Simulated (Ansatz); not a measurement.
**MoS$_{2}$: from supercell energies to defect levels (S vacancy)**

Method: DFT PBE, scalar-relativistic, plane waves, PAW (Ansatz). Settings: 420 eV cutoff, 2×2×2 k-mesh, Gaussian smearing of 0.01 eV, collinear spin in charge -1 alone.

Host crystal, relaxed:

```yaml
crystal:
  lattice:
    - [3.18507, 0.00000, 0.00000]
    - [-1.59253, 2.75835, 0.00000]
    - [0.00000, 0.00000, 14.80798]
  atoms:
    - { symbol: Mo, position: [0.66667, 0.33333, 0.25000] }
    - { symbol: Mo, position: [0.33333, 0.66667, 0.75000] }
    - { symbol: S, position: [0.66667, 0.33333, 0.64448] }
    - { symbol: S, position: [0.33333, 0.66667, 0.35552] }
    - { symbol: S, position: [0.66667, 0.33333, 0.85552] }
    - { symbol: S, position: [0.33333, 0.66667, 0.14448] }
```

The S vacancy was set at (0.667, 0.333, 0.644) of the host cell, in a supercell of 72 sites (1561 Å³), relaxed at fixed cell in each charge q, from a start with the atoms near it displaced at random. The host's Kohn–Sham gap is 1.45 eV and its static dielectric constant 9.7 (mean). For each charge: the supercell's free energy over the neutral one with q electrons exchanged at the valence band top, F(q) − F(0) + qE_v; the image-charge term; and the term that aligns the potential far from the defect with the host's.

```
 q F(q) − F(0) + qE_v (eV) image charge (eV) alignment (eV)
 0                    0.000              0.000           0.000
-1                    0.979              0.100           0.028
```

Q: Add the terms and find the levels between neighbouring charges, ε(q/q′) = [A(q′) − A(q)]/(q − q′), with and without the two corrections.

A: A(q): 0.000 eV for 0, 1.107 eV for -1.
```
 level corrected (eV over E_v) uncorrected (eV)
(0/-1)                     1.11              0.98
```

As a check, a point charge in a simple cubic cell of this volume has q²αe²/(2εL) = 0.181 q² eV (e² = 14.40 eV Å, α = 2.837, L = 11.60 Å); the shape of the real cell and the anisotropy of ε can change it somewhat. The term grows as q², so it pushes donor levels down and acceptor levels up. The program doubts the alignment for q = -1, so levels beside it are uncertain by about that term.

Q: Which of these charges is lowest with the Fermi level at the valence band top, at mid-gap and at the conduction band bottom?

A: The line A(q) + qE_F that lies lowest gives the charge: 0 at E_F = 0.00 eV, 0 at E_F = 0.72 eV, -1 at E_F = 1.45 eV. In charge -1 the cell has partly filled levels, from a carrier spread over the host's bands, a defect level that the small cell broadens into a band, or a degenerate defect level, so the levels beside it are doubtful. Charges beyond those computed could lie lower near the band edges.

Q: The neutral defect forms at 2.68 eV with atoms taken from and returned to the elements. What are the formation energies at those three Fermi levels, and what share of sites would hold the defect at 1200 K with E_F at mid-gap, if the host still stood at that temperature?

A: E_f = E_f(0) + A(q) + qE_F = 2.68, 2.68, 2.34 eV. In the dilute limit the share is exp(−E_f/k_BT) = exp(−2.676/0.1034) = 5.8×10⁻¹², leaving out degeneracy and vibrational entropy. This is the S-rich limit; a poorer supply of S lowers E_f, in a binary host by up to its heat of formation per S atom. The small cell and the narrow Kohn–Sham gap leave errors of tenths of an eV or more, which change the share by orders of magnitude.

Cost: 3 runs of about 2.9 core-hours in all, on Intel Xeon Platinum 8488C (Sapphire Rapids) (shared hosts).